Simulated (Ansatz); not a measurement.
**Cd, diamond: how the functional moves the structure**

All rows: Ansatz, plane waves with scalar-relativistic PAW, 420 eV (500 eV for the SCAN forms), relaxed under each functional, no dispersion correction, no zero-point motion. B₀ comes from uniform scaling at fixed shape; a dash is a value not given.

| functional | V (Å³/atom) | cell | B₀ (GPa) | magnetic state | ΔE to hcp (meV/atom) |
| --- | --- | --- | --- | --- | --- |
| PBE | 37.27 | a = 6.680 Å | 14 | spin not included | 329 |
| r²SCAN | 34.44 | a = 6.507 Å | 21 | spin not included | 414 |
| PBEsol | 33.41 | a = 6.442 Å | 22 | spin not included | 472 |
| LDA | 31.39 | a = 6.309 Å | 28 | spin not included | 498 |
| revPBE | 40.54 | a = 6.870 Å | 8 | spin not included | 263 |
| RPBE | 42.45 | a = 6.977 Å | 6 | spin not included | 236 |
| BLYP | 44.29 | a = 7.076 Å | 6 | spin not included | 29 |

LDA gives the smallest volume and BLYP the largest.
